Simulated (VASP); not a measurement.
A run of VASP 6.6.1:

File INCAR:

```
SYSTEM = BN
  ALGO = Normal
  EDIFF = 1E-6
  ENCUT = 520
  GGA = PE
  ISIF = 2
  ISMEAR = 0
  LASPH = .TRUE.
  LCHARG = .FALSE.
  LREAL = .FALSE.
  LWAVE = .FALSE.
  NELM = 60
  PREC = Accurate
  SIGMA = 0.028000000000000004
```

Contents of KPOINTS:

```
k-points
0
G
  13 13 13
  0 0 0
```

POSCAR

```
BN
1.0
    0.0000000000      1.8130010000      1.8130010000
    1.8130010000      0.0000000000      1.8130010000
    1.8130010000      1.8130010000      0.0000000000
N B
1 1
Direct
    0.2500000000      0.2500000000      0.2500000000
    0.0000000000      0.0000000000      0.0000000000
```

Potentials or basis: VASP PAW PBE potentials, release 64 (N, B).

The run is started by

```bash
$ cat potpaw_PBE.64/N/POTCAR potpaw_PBE.64/B/POTCAR > POTCAR
$ mpirun -np 1 vasp_std > vasp.out
```

Hardware: 1 thread of Intel(R) Xeon(R) 6975P-C (Granite Rapids), on a shared host.

How long does it take, and how much memory?

Wall time 3.7 s on 1 thread of Intel(R) Xeon(R) 6975P-C (Granite Rapids), on a shared host, peak memory 0.12 GiB. Counts: scf iterations 12, k points 84.
